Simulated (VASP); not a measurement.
Set up this calculation in VASP 6.6.1, as the native input.

* Task: electrostatic potential
* Functional: PBE
* Potentials or basis: VASP PAW PBE potentials, release 64 (Be, Te)
* Cutoff: 520 eV
* k mesh: 10 × 10 × 10
* Occupations: gaussian, width 0.02 eV
* Spin: no spin polarisation
* Further INCAR settings: ALGO = Fast; EDIFF = 1e-07

The structure of BeTe lies in POSCAR:

```
BeTe                                    
1.0
   -0.0000000000      2.8340433745      2.8340433745
    2.8340433745     -0.0000000000      2.8340433745
    2.8340433745      2.8340433745      0.0000000000
  Be              Te            
     1     1
Direct
     0.0000000000000000    0.0000000000000000    0.0000000000000000
     0.2500000000000000    0.2500000000000000    0.2500000000000000
```

The cell was built by a generator and needn't be a form met in nature.

The input as run:

INCAR

```
ALGO     = Fast           # electronic algorithm
EDIFF    = 1E-7           # SCF threshold, eV
ENCUT    = 520            # plane-wave cutoff, eV
GGA      = PE             # functional
ISIF     = 2              # what is computed and relaxed
ISMEAR   = 0              # smearing method
LASPH    = T              # aspherical terms in the spheres
LCHARG   = T              # write CHGCAR
LREAL    = F              # projectors in reciprocal space
LVHAR    = T            
LWAVE    = F              # write WAVECAR
NELM     = 100            # most SCF steps
PREC     = Accurate       # precision mode
SIGMA    = 0.02           # smearing width, eV
```

KPOINTS

```
k-points
0
Gamma
  10 10 10
```

Potentials or basis: VASP PAW PBE potentials, release 64 (Be, Te).

Command:

```console
$ cat potpaw_PBE.64/Be/POTCAR potpaw_PBE.64/Te/POTCAR > POTCAR
$ mpirun -np 1 vasp_std > vasp.out
```

Results of the run:

```json
{"Pressure": "0.0 GPa", "Band gap on the k mesh": "2.02 eV, indirect (least direct gap 3.63 eV)"}
```

Caveat: spin-orbit coupling is left out, which moves the levels of the heavy elements.

Run time: 13 s on 1 thread of Intel(R) Xeon(R) Platinum 8488C (Sapphire Rapids), on a shared host, peak memory 0.17 GiB.
